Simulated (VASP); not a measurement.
# InAs (F-43m) in VASP: notebook, part 2 of 3

VASP 6.6.1.

## 3. Band structure, LDA

INCAR

```
SYSTEM = InAs
PREC = Accurate
ENCUT = 520
EDIFF = 1E-7
ISMEAR = 0
SIGMA = 0.03
LREAL = .False.
LASPH = .True.
NELM = 80
ALGO = Fast
ISIF = 2
LWAVE = .False.
LCHARG = .False.
GGA = CA
NBANDS = 16
KPAR = 4
```

KPOINTS

```
Automatic mesh
0
Gamma
  10 10 10
  0 0 0
```

POSCAR

```
InAs                                    
1.0
    0.0000000000      3.0454540631      3.0454540631
    3.0454540631      0.0000000000      3.0454540631
    3.0454540631      3.0454540631      0.0000000000
  In              As            
     1     1
Direct
     0.0000000000000000    0.0000000000000000    0.0000000000000000
     0.2500000000000000    0.2500000000000000    0.2500000000000000
```

KPOINTS_OPT is that of step 2.

Potentials or basis: VASP PAW LDA potentials, release 64 (In_d, As).

On the command line:

```sh
$ cat potpaw_LDA.64/In_d/POTCAR potpaw_LDA.64/As/POTCAR > POTCAR
$ mpirun -np 4 vasp_std > vasp.out
```

OUTCAR:

```text
SYSTEM = InAs
   PREC = Accurate
   ENCUT = 520
   EDIFF = 1E-7
   ISMEAR = 0
   LREAL = .False.
   LASPH = .True.
   NELM = 80
   ISIF = 2
   GGA = CA

 ion  position               nearest neighbor table
   1  0.000  0.000  0.000-   2 2.64   2 2.64   2 2.64   2 2.64
   2  0.250  0.250  0.250-   1 2.64   1 2.64   1 2.64   1 2.64

  LATTYP: Found a face centered cubic cell.
 ALAT       =     6.0909081262

  Lattice vectors:

 A1 = (   0.0000000000,   3.0454540631,   3.0454540631)
 A2 = (   3.0454540631,   0.0000000000,   3.0454540631)
 A3 = (   3.0454540631,   3.0454540631,   0.0000000000)
[... 626 lines left out ...]
      4     -10.0999      2.00000
      5     -10.0588      2.00000
      6      -6.2532      2.00000
[... 8 lines left out ...]
     15      15.1521      0.00000
     16      15.9016      0.00000

 [... further k-points ...]
[... 5 lines left out ...]
  --------------------------------------------------------------------------------------
  -------------------------------------------------------------------------------------
  Total       -0.5854164     -0.5854164     -0.5854164      0.0000000     -0.0000000     -0.0000000
  in kB      -16.6031043    -16.6031043    -16.6031043      0.0000000     -0.0000000     -0.0000000
  external PRESSURE =     -16.6031043 kB  Pullay stress =       0.0000000 kB

 VOLUME and BASIS-vectors are now :
 -----------------------------------------------------------------------------
  energy-cutoff  :      520.00
  volume of cell :       56.49
      direct lattice vectors                 reciprocal lattice vectors
     0.000000000  3.045454063  3.045454063    -0.164179130  0.164179130  0.164179130
     3.045454063  0.000000000  3.045454063     0.164179130 -0.164179130  0.164179130
     3.045454063  3.045454063  0.000000000     0.164179130  0.164179130 -0.164179130

 POSITION                                       TOTAL-FORCE (eV/Angst)
 -----------------------------------------------------------------------------------
      0.00000      0.00000      0.00000        -0.000000     -0.000000     -0.000000
      1.52273      1.52273      1.52273         0.000000      0.000000      0.000000
 -----------------------------------------------------------------------------------
    total drift:                               -0.000000     -0.000000     -0.000000

  FREE ENERGIE OF THE ION-ELECTRON SYSTEM (eV)
  ---------------------------------------------------
  free  energy   TOTEN  =        -9.0206213020 eV

  energy  without entropy=       -9.0205750233  energy(sigma->0) =       -9.02059816
```

Wall time 33 s (4 MPI ranks of Intel Xeon Platinum 8559C (Emerald Rapids), shared host); peak memory 0.19 GiB.

What came out:

| Item | Value |
| --- | --- |
| Free energy | -9.0206 eV |
| Pressure | -1.7 GPa |
| Band gap along the path | none (metal or under the smearing width) |

Levels at the corners of the path, in eV from the Fermi level:
| point | band 5 | band 6 | band 7 | band 8 | band 9 | band 10 | band 11 | band 12 | band 13 | band 14 |
| --- | --- | --- | --- | --- | --- | --- | --- | --- | --- | --- |
| Γ | -14.20 | -11.79 | -0.51 | -0.01 | -0.01 | -0.01 | 3.80 | 3.80 | 3.80 | 7.20 |
| X | -14.18 | -9.85 | -5.83 | -2.28 | -2.28 | 1.45 | 1.94 | 8.85 | 8.97 | 8.97 |
| X | -14.18 | -9.85 | -5.83 | -2.28 | -2.28 | 1.45 | 1.94 | 8.85 | 8.97 | 8.97 |
| W | -14.19 | -9.80 | -5.70 | -2.90 | -2.83 | 4.03 | 4.19 | 4.80 | 5.94 | 9.50 |
| W | -14.19 | -9.80 | -5.70 | -2.90 | -2.83 | 4.03 | 4.19 | 4.80 | 5.94 | 9.50 |
| K | -14.19 | -9.87 | -5.70 | -3.22 | -1.92 | 1.99 | 4.12 | 7.07 | 7.24 | 7.54 |
| K | -14.19 | -9.87 | -5.70 | -3.22 | -1.92 | 1.99 | 4.12 | 7.07 | 7.24 | 7.54 |
| Γ | -14.20 | -11.79 | -0.51 | -0.01 | -0.01 | -0.01 | 3.80 | 3.80 | 3.80 | 7.20 |
| Γ | -14.20 | -11.79 | -0.51 | -0.01 | -0.01 | -0.01 | 3.80 | 3.80 | 3.80 | 7.20 |
| L | -14.19 | -10.37 | -5.74 | -0.98 | -0.98 | 0.75 | 4.58 | 4.58 | 6.65 | 8.72 |
| L | -14.19 | -10.37 | -5.74 | -0.98 | -0.98 | 0.75 | 4.58 | 4.58 | 6.65 | 8.72 |
| U | -14.19 | -9.87 | -5.70 | -3.22 | -1.92 | 1.99 | 4.12 | 7.07 | 7.24 | 7.54 |
| U | -14.19 | -9.87 | -5.70 | -3.22 | -1.92 | 1.99 | 4.12 | 7.07 | 7.24 | 7.54 |
| W | -14.19 | -9.80 | -5.70 | -2.90 | -2.83 | 4.03 | 4.19 | 4.80 | 5.94 | 9.50 |
| W | -14.19 | -9.80 | -5.70 | -2.90 | -2.83 | 4.03 | 4.19 | 4.80 | 5.94 | 9.50 |
| L | -14.19 | -10.37 | -5.74 | -0.98 | -0.98 | 0.75 | 4.58 | 4.58 | 6.65 | 8.72 |
| L | -14.19 | -10.37 | -5.74 | -0.98 | -0.98 | 0.75 | 4.58 | 4.58 | 6.65 | 8.72 |
| K | -14.19 | -9.87 | -5.70 | -3.22 | -1.92 | 1.99 | 4.12 | 7.07 | 7.24 | 7.54 |
| U | -14.19 | -9.87 | -5.70 | -3.22 | -1.92 | 1.99 | 4.12 | 7.07 | 7.24 | 7.54 |
| X | -14.18 | -9.85 | -5.83 | -2.28 | -2.28 | 1.45 | 1.94 | 8.85 | 8.97 | 8.97 |

Caveat: spin-orbit coupling is left out, which moves the levels of the heavy elements; this crystal is a semiconductor, whose small gap the functional closes, so the metal is an error of the method.

## 4. Band structure, r2SCAN

INCAR, as its differences from that of step 3:

```diff
@@ -9,3 +9,3 @@
 NELM = 80
-ALGO = Fast
+ALGO = Normal
 ISIF = 2
@@ -13,3 +13,4 @@
 LCHARG = .False.
-GGA = CA
+METAGGA = R2SCAN
+LMIXTAU = .True.
 NBANDS = 16
```

KPOINTS is that of step 3.

POSCAR is that of step 3.

KPOINTS_OPT is that of step 3.

Potentials or basis: VASP PAW PBE potentials, release 64 (In_d, As).

On the command line:

```sh
$ cat potpaw_PBE.64/In_d/POTCAR potpaw_PBE.64/As/POTCAR > POTCAR
$ mpirun -np 4 vasp_std > vasp.out
```

OUTCAR:

```text
SYSTEM = InAs
   PREC = Accurate
   ENCUT = 520
   EDIFF = 1E-7
   ISMEAR = 0
   LREAL = .False.
   LASPH = .True.
   NELM = 80
   ISIF = 2
   METAGGA = R2SCAN

 ion  position               nearest neighbor table
   1  0.000  0.000  0.000-   2 2.64   2 2.64   2 2.64   2 2.64
   2  0.250  0.250  0.250-   1 2.64   1 2.64   1 2.64   1 2.64

  LATTYP: Found a face centered cubic cell.
 ALAT       =     6.0909081262

  Lattice vectors:

 A1 = (   0.0000000000,   3.0454540631,   3.0454540631)
 A2 = (   3.0454540631,   0.0000000000,   3.0454540631)
 A3 = (   3.0454540631,   3.0454540631,   0.0000000000)

Analysis of symmetry for initial positions (statically):
=====================================================================
 Subroutine PRICEL returns:
 Original cell was already a primitive cell.

 Routine SETGRP: Setting up the symmetry group for a
 face centered cubic supercell.

 Subroutine GETGRP returns: Found 24 space group operations
 (whereof 24 operations were pure point group operations)
 out of a pool of 48 trial point group operations.

The static configuration has the point symmetry T_d .

[... 155 lines left out ...]
  ext. energy  EPLUGINS =         0.00000000
  ---------------------------------------------------
  free energy    TOTEN  =       -38.06041496 eV

  energy without entropy =      -38.06041442  energy(sigma->0) =      -38.06041469

 E-fermi :   4.1229     XC(G=0):  -9.5575

 val. band max:        4.0545255409   @ k =   0.0000   0.0000   0.0000
 cond. band min:       4.1842403850   @ k =   0.0000   0.0000   0.0000
 fundamental gap:      0.1297148441
 Fermi energy:         4.1228750540

 k-point     1 :       0.0000    0.0000    0.0000
  band No.  band energies     occupation
      1     -10.7534      2.00000
      2     -10.7534      2.00000
      3     -10.7534      2.00000
      4     -10.6152      2.00000
      5     -10.6152      2.00000
      6      -8.1034      2.00000
[... 433 lines left out ...]
      3     -10.6909      2.00000
      4     -10.6406      2.00000
      5     -10.5981      2.00000
      6      -6.6332      2.00000
[... 8 lines left out ...]
     15      15.6491      0.00000
     16      16.6549      0.00000

 [... further k-points ...]
[... 5 lines left out ...]
  --------------------------------------------------------------------------------------
  -------------------------------------------------------------------------------------
  Total        0.1805566      0.1805566      0.1805566     -0.0000000     -0.0000000      0.0000000
  in kB        5.1208003      5.1208003      5.1208003     -0.0000000     -0.0000000      0.0000000
  external PRESSURE =       5.1208003 kB  Pullay stress =       0.0000000 kB

 VOLUME and BASIS-vectors are now :
 -----------------------------------------------------------------------------
  energy-cutoff  :      520.00
  volume of cell :       56.49
      direct lattice vectors                 reciprocal lattice vectors
     0.000000000  3.045454063  3.045454063    -0.164179130  0.164179130  0.164179130
     3.045454063  0.000000000  3.045454063     0.164179130 -0.164179130  0.164179130
     3.045454063  3.045454063  0.000000000     0.164179130  0.164179130 -0.164179130

 POSITION                                       TOTAL-FORCE (eV/Angst)
 -----------------------------------------------------------------------------------
      0.00000      0.00000      0.00000        -0.000000     -0.000000     -0.000000
      1.52273      1.52273      1.52273         0.000000      0.000000      0.000000
 -----------------------------------------------------------------------------------
    total drift:                               -0.000002     -0.000002     -0.000002

  FREE ENERGIE OF THE ION-ELECTRON SYSTEM (eV)
  ---------------------------------------------------
  free  energy   TOTEN  =       -38.0604149602 eV

  energy  without entropy=      -38.0604144196  energy(sigma->0) =      -38.06041469
```

OSZICAR:

```text
N       E                     dE             d eps       ncg     rms          rms(c)
DAV:   1     0.820702244770E+02    0.82070E+02   -0.84385E+03  1512   0.122E+03
DAV:   2    -0.335218960818E+02   -0.11559E+03   -0.11057E+03  1648   0.301E+02
DAV:   3    -0.412369512326E+02   -0.77151E+01   -0.76771E+01  1912   0.758E+01
DAV:   4    -0.414482926943E+02   -0.21134E+00   -0.21128E+00  1976   0.140E+01
DAV:   5    -0.414589831895E+02   -0.10690E-01   -0.10690E-01  2216   0.250E+00    0.601E+00
DAV:   6    -0.380250488925E+02    0.34339E+01   -0.19386E+00  1696   0.300E+01    0.310E+00
DAV:   7    -0.380246402862E+02    0.40861E-03   -0.61646E-01  1544   0.102E+01    0.151E+00
DAV:   8    -0.380035152138E+02    0.21125E-01   -0.36056E-01  1504   0.664E+00    0.110E+00
DAV:   9    -0.380099006488E+02   -0.63854E-02   -0.20576E-02  2000   0.144E+00    0.841E-01
DAV:  10    -0.380139695955E+02   -0.40689E-02   -0.14457E-01  1504   0.362E+00    0.416E-01
[... 67 further cycles ...]
DAV:   9    -0.541699639551E+04   -0.50361E-07     1624
       N       E                     dE             ncg
DAV:   1     0.173949416159E+05   -0.12018E+05      640
DAV:   2     0.151537392108E+05   -0.22412E+04      688
DAV:   3     0.150031627738E+05   -0.15058E+03      880
DAV:   4     0.149990939266E+05   -0.40688E+01      928
DAV:   5     0.149989338999E+05   -0.16003E+00      912
DAV:   6     0.149989295337E+05   -0.43662E-02      936
DAV:   7     0.149989293456E+05   -0.18806E-03      944
DAV:   8     0.149989293434E+05   -0.21999E-05      952
DAV:   9     0.149989293434E+05   -0.43603E-07      696
```

stdout:

```text
POSCAR found type information on POSCAR InAs
 POSCAR found :  2 types and       2 ions
 scaLAPACK will be used
 -----------------------------------------------------------------------------
|                                                                             |
|                                                                             |
|     You enforced a specific xc type in the INCAR file but a different       |
|     I HOPE YOU KNOW WHAT YOU ARE DOING!                                     |
|                                                                             |
 -----------------------------------------------------------------------------

 LDA part: xc-table for (None), standard interpolation
 POSCAR, INCAR and KPOINTS ok, starting setup
 FFT: planning ... GRIDC
 FFT: planning ... GRID_SOFT
 FFT: planning ... GRID
 WAVECAR not read
 entering main loop
 Start KPOINTS_OPT (optional k-point list driver)
k-point batch [1-47\302]
k-point batch [48-94\302]
k-point batch [95-141\302]
k-point batch [142-188\302]
k-point batch [189-235\302]
k-point batch [236-282\302]
k-point batch [283-302\302]
```

Run time: 92 s. Hardware: 4 MPI ranks of Intel Xeon Platinum 8559C (Emerald Rapids), shared host; peak memory 0.24 GiB.

What came out:

| Item | Value |
| --- | --- |
| Free energy | -38.0604 eV |
| Pressure | 0.5 GPa |
| Band gap on the k mesh | 0.13 eV, direct |
| Band gap along the path | 0.13 eV, direct |

Levels at the corners of the path, in eV from the valence-band top:
| point | band 6 | band 7 | band 8 | band 9 | band 10 | band 11 | band 12 | band 13 |
| --- | --- | --- | --- | --- | --- | --- | --- | --- |
| Γ | -12.16 | 0.00 | 0.00 | 0.00 | 0.13 | 4.26 | 4.26 | 4.26 |
| X | -10.14 | -5.84 | -2.32 | -2.32 | 1.86 | 2.35 | 9.69 | 9.79 |
| X | -10.14 | -5.84 | -2.32 | -2.32 | 1.86 | 2.35 | 9.69 | 9.79 |
| W | -10.09 | -5.69 | -2.94 | -2.84 | 4.51 | 4.58 | 5.43 | 6.49 |
| W | -10.09 | -5.69 | -2.94 | -2.84 | 4.51 | 4.58 | 5.43 | 6.49 |
| K | -10.16 | -5.70 | -3.25 | -1.94 | 2.42 | 4.58 | 7.77 | 7.84 |
| K | -10.16 | -5.70 | -3.25 | -1.94 | 2.42 | 4.58 | 7.77 | 7.84 |
| Γ | -12.16 | 0.00 | 0.00 | 0.00 | 0.13 | 4.26 | 4.26 | 4.26 |
| Γ | -12.16 | 0.00 | 0.00 | 0.00 | 0.13 | 4.26 | 4.26 | 4.26 |
| L | -10.68 | -5.77 | -0.98 | -0.98 | 1.27 | 5.03 | 5.03 | 7.26 |
| L | -10.68 | -5.77 | -0.98 | -0.98 | 1.27 | 5.03 | 5.03 | 7.26 |
| U | -10.16 | -5.70 | -3.25 | -1.94 | 2.42 | 4.58 | 7.77 | 7.84 |
| U | -10.16 | -5.70 | -3.25 | -1.94 | 2.42 | 4.58 | 7.77 | 7.84 |
| W | -10.09 | -5.69 | -2.94 | -2.84 | 4.51 | 4.58 | 5.43 | 6.49 |
| W | -10.09 | -5.69 | -2.94 | -2.84 | 4.51 | 4.58 | 5.43 | 6.49 |
| L | -10.68 | -5.77 | -0.98 | -0.98 | 1.27 | 5.03 | 5.03 | 7.26 |
| L | -10.68 | -5.77 | -0.98 | -0.98 | 1.27 | 5.03 | 5.03 | 7.26 |
| K | -10.16 | -5.70 | -3.25 | -1.94 | 2.42 | 4.58 | 7.77 | 7.84 |
| U | -10.16 | -5.70 | -3.25 | -1.94 | 2.42 | 4.58 | 7.77 | 7.84 |
| X | -10.14 | -5.84 | -2.32 | -2.32 | 1.86 | 2.35 | 9.69 | 9.79 |

Caveat: the PAW data sets were made with another functional, which shifts forces and pressure a little; spin-orbit coupling is left out, which moves the levels of the heavy elements.

[end of part 2 of 3]
